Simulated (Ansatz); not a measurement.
# A thicker film of KF (110) from two thinner ones

In a field along its normal an insulating film takes a dipole p. Written as a length, p/(ε₀AE), it should grow by 1 − 1/ε for each ångström added.

How it was computed: Ansatz 0.2.0, plane waves with PAW datasets (its set soft_2), PBEsol; rocksalt films relaxed at a bulk in-plane lattice constant near the measured one, then held in weak fields of both signs with a dipole correction (A is the cell's area, E the outer field).

```
     run  distance between the outer atoms (Å)  p/(ε₀AE) (Å)
 5 units                                 7.280         4.967
 8 units                                12.880         7.783
12 units                                20.335             ?
```

Q: Estimate the withheld value from the rows shown.

Two rows fix a line: slope = (7.783 − 4.967) / (12.880 − 7.280) = 0.5029, intercept 1.3058. That slope means ε = 1/(1 − 0.5029) = 2.01. At 20.335 it gives 0.5029 × 20.335 + 1.3058 = 11.532 Å, beyond the rows fitted. Rounding of the rows alone allows about ±0.003 Å there; two rows can't show whether the line holds.

The run itself gives 11.538 Å: a miss of +0.006 Å, or 0.1 % of the value. The length is met to within 1 %, though ε is more sensitive than the length: the two thickest films give ε = 2.01.

Caveats: This is the electronic response alone. A unit is one step of the cut along the normal (a plane, a pair of planes or a cell), and the layers relax along it, away from their bulk spacing where the functional's lattice constant differs from the one held.

[Logs are printed without paths, hosts, clocks, repeated set-up lines and the standing remarks that a program may print on its own settings, such as how far it seeks lower states.]
